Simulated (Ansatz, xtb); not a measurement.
# Two isomers of C4H10O

Structure I: `CC(C)(C)O`, a singlet. Structure II: `CC[C@H](C)O`, a singlet. Both are isolated molecules in the gas phase, relaxed with B3LYP-D3(BJ)/def2-SVP; the shapes shown needn't be the lowest conformers.

I (Å):

```xyz
15

C    -0.2922    0.5832   -1.8296
C    -0.0348   -0.1650   -0.5224
C     1.2658    0.3176    0.1326
C    -1.2194   -0.0023    0.4387
O     0.0959   -1.5385   -0.8957
H    -0.4093    1.6627   -1.6508
H     0.5468    0.4288   -2.5248
H    -1.2067    0.2027   -2.3090
H     2.1146    0.1604   -0.5500
H     1.4647   -0.2431    1.0619
H     1.2167    1.3869    0.3923
H    -1.0445   -0.5664    1.3708
H    -1.3780    1.0529    0.7123
H    -2.1399   -0.3868   -0.0260
H     0.2607   -2.0478   -0.0911
```

II (Å):

| atom | x (Å) | y (Å) | z (Å) |
| --- | --- | --- | --- |
| C | -0.1108 | -1.9923 | 0.6884 |
| C | 0.9987 | -1.0264 | 1.0962 |
| C | 1.2763 | 0.0553 | 0.0460 |
| C | 2.4183 | 0.9834 | 0.4518 |
| O | 0.1017 | 0.7947 | -0.2626 |
| H | 0.1716 | -2.5610 | -0.2131 |
| H | -0.3331 | -2.7164 | 1.4875 |
| H | -1.0316 | -1.4388 | 0.4517 |
| H | 1.9346 | -1.5766 | 1.2971 |
| H | 0.7334 | -0.5246 | 2.0472 |
| H | 1.5438 | -0.4435 | -0.9027 |
| H | 2.1860 | 1.4901 | 1.4054 |
| H | 2.5751 | 1.7554 | -0.3162 |
| H | 3.3599 | 0.4289 | 0.5907 |
| H | -0.1646 | 1.2657 | 0.5397 |

Question: Which of the two would you expect CCSD(T)/def2-SVP + ΔMP2/def2-TZVPP electronic energies to favour?

Answer: Structure I; the calculation gives E(II) − E(I) = +4.1 kcal/mol.

Level by level:

```json
{"level": "GFN2-xTB", "geometry": "GFN2-xTB", "E(II) − E(I) (kcal/mol)": "+2.5", "departure from the last row (kcal/mol)": "−1.6", "job, with rough time for the two": "optimisation, 0.084 s"}
{"level": "HF/STO-3G", "geometry": "GFN2-xTB", "E(II) − E(I) (kcal/mol)": "+1.6", "departure from the last row (kcal/mol)": "−2.5", "job, with rough time for the two": "single point, 0.3 s"}
{"level": "r2SCAN-D4/def2-SVP", "geometry": "GFN2-xTB", "E(II) − E(I) (kcal/mol)": "+3.3", "departure from the last row (kcal/mol)": "−0.8", "job, with rough time for the two": "single point, 4.2 s"}
{"level": "B3LYP-D3(BJ)/def2-SVP", "geometry": "B3LYP-D3(BJ)/def2-SVP", "E(II) − E(I) (kcal/mol)": "+2.4", "departure from the last row (kcal/mol)": "−1.7", "job, with rough time for the two": "optimisation, 32 s"}
{"level": "HF/def2-SVP", "geometry": "B3LYP-D3(BJ)/def2-SVP", "E(II) − E(I) (kcal/mol)": "+2.1", "departure from the last row (kcal/mol)": "−2.0", "job, with rough time for the two": "part of the CCSD(T) run"}
{"level": "MP2/def2-SVP", "geometry": "B3LYP-D3(BJ)/def2-SVP", "E(II) − E(I) (kcal/mol)": "+4.0", "departure from the last row (kcal/mol)": "−0.1", "job, with rough time for the two": "part of the CCSD(T) run"}
{"level": "CCSD(T)/def2-SVP", "geometry": "B3LYP-D3(BJ)/def2-SVP", "E(II) − E(I) (kcal/mol)": "+3.6", "departure from the last row (kcal/mol)": "−0.5", "job, with rough time for the two": "single point"}
{"level": "CCSD(T)/def2-SVP + ΔMP2/def2-TZVPP", "geometry": "B3LYP-D3(BJ)/def2-SVP", "E(II) − E(I) (kcal/mol)": "+4.1", "departure from the last row (kcal/mol)": "", "job, with rough time for the two": "single point, 46 s"}
```

As drawn, both hold the same kinds of bond in the same numbers. Structure I has 3 methyl groups, II 2.

The levels shown agree on the order. The largest departure from CCSD(T)/def2-SVP + ΔMP2/def2-TZVPP is that of HF/STO-3G, 2.5 kcal/mol. The last row adds to CCSD(T) the change of the MP2 difference between the two basis sets, here +0.5 kcal/mol.

With harmonic frequencies from B3LYP-D3(BJ)/def2-SVP (ideal gas, rigid rotor, one conformer each, 298.15 K, 1 atm): the zero-point term adds +0.7 kcal/mol; ΔH is +4.8 and ΔG +4.4 kcal/mol.

The correlated steps freeze 5 core orbitals. Mirror images aren't counted in ΔG. Codes used: Ansatz 0.2.0, xtb 6.7.1; the last row on 2 threads of Arm Neoverse V2 on a shared host.
